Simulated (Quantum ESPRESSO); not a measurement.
**Ge: zone-centre phonons under several settings**

```
Ge
1.0
    -2.57449    2.57449    1.39741
     2.57449   -2.57449    1.39741
     2.57449    2.57449   -1.39741
Ge
2
Cartesian
  0.0000 0.0000 1.3974
  2.5745 0.0000 0.6987
```

This isn't the form of Ge at room conditions, which is diamond.

All runs used Quantum ESPRESSO 7.5; potentials PseudoDojo 0.4.1 SR LDA standard; k mesh 9 × 9 × 9; no spin polarisation; cutoff 1061 eV; occupations cold, width 0.2 eV.

```csv
level,geometry,volume (Å³/atom),pressure (GPa),lowest optical mode without the field (cm⁻¹),highest optical mode without the field (cm⁻¹)
LDA,relaxed at 0 GPa,17.91,0.0,76,168
LDA,relaxed at 2 GPa,17.50,2.0,78,175
LDA,relaxed at 5 GPa,16.97,5.0,81,184
LDA,relaxed at 10 GPa,?,10.0,?,?
LDA,relaxed at 15 GPa,15.66,15.0,87,215
```

**Question.** What stands in the row left open?

**Answer.** Volume 16.25 Å³/atom; lowest optical mode without the field 84 cm⁻¹; highest optical mode without the field 199 cm⁻¹.

Caveats: the cell is more than 3 GPa from zero pressure, which shifts response properties (some runs); the volume moved by over 15 % at a fixed basis, so the end points are rough (some runs).

For the row left open. Caveat: the cell is more than 3 GPa from zero pressure, which shifts response properties.
